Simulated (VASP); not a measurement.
Input of a VASP 6.6.1 run:

The input INCAR:

```
  ALGO = Normal
  EDIFF = 1E-7
  ENCUT = 520
  GGA = PE
  ISIF = 2
  ISMEAR = -1
  LASPH = T
  LCHARG = F
  LREAL = F
  LWAVE = F
  NBANDS = 21
  NELM = 100
  PREC = Accurate
  SIGMA = 0.02
```

File KPOINTS:

```
k-points
0
Gamma
  6 6 6
```

Contents of POSCAR:

```
Sn
1.0
    0.0426979771      3.3271577576      3.3271577576
    3.3271577576      0.0426979771      3.3271577576
    3.3271577576      3.3271577576      0.0426979771
Sn
2
Direct
    0.0010605852      0.0010605852      0.0010605852
    0.2489394148      0.2489394148      0.2489394148
```

Potentials or basis: VASP PAW PBE potentials, release 64 (Sn_d).

Command:

```bash
$ cat potpaw_PBE.64/Sn_d/POTCAR > POTCAR
$ mpirun -np 1 vasp_std > vasp.out
```

Problem. What does it give for the band gap on the k mesh?

Solution. None (metal or under the smearing width).

Problem. What does it give for the pressure?

Solution. 0.7 GPa.

Problem. Estimate the largest force.

Solution. 0.010 eV/Å.

Forces in eV/Å, atoms in the order of the input:
```
Sn  -0.006 -0.006 -0.006
Sn   0.006  0.006  0.006
```
